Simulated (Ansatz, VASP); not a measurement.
# GaN: VASP beside Ansatz

File INCAR:

```
SYSTEM = GaN
ALGO     = Fast           ! electronic algorithm
EDIFF    = 1E-6           ! SCF threshold, eV
EDIFFG   = -0.01          ! ionic threshold
ENCUT    = 600            ! plane-wave cutoff, eV
GGA      = PE             ! functional
IBRION   = 2              ! ionic algorithm
ISIF     = 3              ! what is computed and relaxed
ISMEAR   = 0              ! smearing method
IVDW     = 12             ! dispersion correction
LASPH    = .TRUE.         ! aspherical terms in the spheres
LCHARG   = .FALSE.        ! write CHGCAR
LREAL    = .FALSE.        ! projectors in reciprocal space
LWAVE    = .FALSE.        ! write WAVECAR
NELM     = 80             ! most SCF steps
NSW      = 100            ! ionic steps
PREC     = Accurate       ! precision mode
SIGMA    = 0.02           ! smearing width, eV
```

KPOINTS

```
k-points
0
G
  10 10 10
  0 0 0
```

POSCAR

```
GaN
1.0
    3.7204035877      0.0000000000      0.0000000000
    0.0000000000      3.7204035877      0.0000000000
    0.0000000000      0.0000000000      3.5138129400
Ga N
2 2
Direct
    0.5000000000      0.5000000000      0.0000000000
    0.0000000000      0.0000000000      0.0000000000
    0.5000000000      0.0000000000      0.7941030763
    0.0000000000      0.5000000000      0.2058969237
```

Input for Ansatz:

```yaml
crystal:
  lattice:
    - [3.7204035877, 0.0, 0.0]
    - [0.0, 3.7204035877, 0.0]
    - [0.0, 0.0, 3.51381294]
  atoms:
    - { symbol: Ga, position: [0.5, 0.5, 0.0] }
    - { symbol: Ga, position: [0.0, 0.0, 0.0] }
    - { symbol: "N", position: [0.5, 0.0, 0.7941030763] }
    - { symbol: "N", position: [0.0, 0.5, 0.2058969237] }
basis:
  ecutwfc: 420
kpoints:
  mp_grid: { grid: [10, 10, 10] }
hamiltonian:
  xc: pbe
  dispersion: d3bj
scf:
  occupations: { method: gaussian, width: 0.02 }
output:
  forces: true
  stress: true
  eigenvalues: true
  write_density: true
  write_potential: true
  elf: true
  volumetric_format: npy
relax:
  adjacent_minimum: "off"
  f_tol: 0.01
  max_steps: 80
  cell: { stress_tol: 0.05 }
```

Alike in both runs: task relaxation of cell and atoms; functional PBE; dispersion D3(BJ); k mesh 10 × 10 × 10; occupations gaussian, width 0.02 eV; no spin polarisation.

|  | VASP | Ansatz |
| --- | --- | --- |
| version | VASP 6.6.1 | Ansatz 0.2.0 |
| potentials or method | VASP PAW PBE potentials, release 64 (Ga_d, N) | scalar-relativistic, plane waves, PAW |
| plane-wave cutoff (eV) | 600 | 420 |
| valence electrons in the cell | 36 | 36 |

```csv
,VASP,Ansatz,Ansatz less VASP
"gap on the k mesh at the Fermi level, each at its own relaxed structure (eV)",0.44,0.51,+0.073
relaxed volume (Å³/atom),12.05,12.11,+0.061
relaxed cell length with the largest relative difference (Å),3.482,3.501,+0.0188
```

A k mesh can miss the band edges. As with any semilocal functional, this PBE gap is likely too small.
